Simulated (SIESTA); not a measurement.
Input of a SIESTA 5.4.2 run:

Contents of HfB2.fdf:

```
SystemName                      HfB2
SystemLabel                     HfB2
NumberOfSpecies                 2
NumberOfAtoms                   3
%block ChemicalSpeciesLabel
  1  72 Hf
  2   5 B
%endblock ChemicalSpeciesLabel

LatticeConstant                 1.0 Ang
%block LatticeVectors
     3.1400000000     0.0000000000     0.0000000000
    -1.5700000000     2.7193197679     0.0000000000
     0.0000000000     0.0000000000     3.4800000000
%endblock LatticeVectors
AtomicCoordinatesFormat         Ang
%block AtomicCoordinatesAndAtomicSpecies
     0.0000000000     0.0000000000     0.0000000000  1
     1.5700000002     0.9064399225     1.7400000000  2
    -0.0000000002     1.8128798454     1.7400000000  2
%endblock AtomicCoordinatesAndAtomicSpecies

%block kgrid.MonkhorstPack
   10   0   0  0.0
    0  10   0  0.0
    0   0   8  0.0
%endblock kgrid.MonkhorstPack
XC.Functional                   GGA
XC.Authors                      PBE
PAO.BasisSize                   DZP
PAO.EnergyShift                 0.003 Ry
Mesh.Cutoff                     800 Ry
OccupationFunction              FD
ElectronicTemperature           0.05 eV
MaxSCFIterations                120
SCF.MustConverge                false
SCF.Mixer.Method                Pulay
SCF.Mixer.Weight                0.25
SCF.Mixer.History               8
SCF.DM.Tolerance                5.0e-05
SCF.H.Tolerance                 1.0e-03 eV
WriteForces                     true
Charge.Mulliken                 end
Charge.Hirshfeld                end
Charge.Voronoi                  end
SaveRho                         true
SaveElectrostaticPotential      true
%block PAO.Basis
  Hf 5
  n=5 0 2
    3.241 0.000
  n=6 0 2
    8.163 0.000
  n=5 1 2
    3.929 0.000
  n=6 1 1
    8.163
  n=5 2 2
    7.906 0.000
%endblock PAO.Basis
```

Potentials or basis: PseudoDojo 0.4 standard (PBE files), DZP (energy shift 0.003 Ry; two zetas on semicore shells).

Run with:

```sh
$ siesta HfB2.fdf > HfB2.out 2>&1
```

Question: What does it give for the Hirshfeld charges?

Answer: Hf +0.35; B -0.17 e.

Question: Predict the band gap on the k mesh.

Answer: None (metal or under the smearing width).

Stress tensor (GPa, compression positive):
```
3.05 0.00 0.00
0.00 3.05 0.00
0.00 0.00 1.74
```

Caveat: short orbitals over semicore shells can move pressures by several GPa; the basis of atomic orbitals isn't converged, which shifts pressures, moduli and gaps. Spin-orbit coupling is left out, which matters for the levels of Hf.
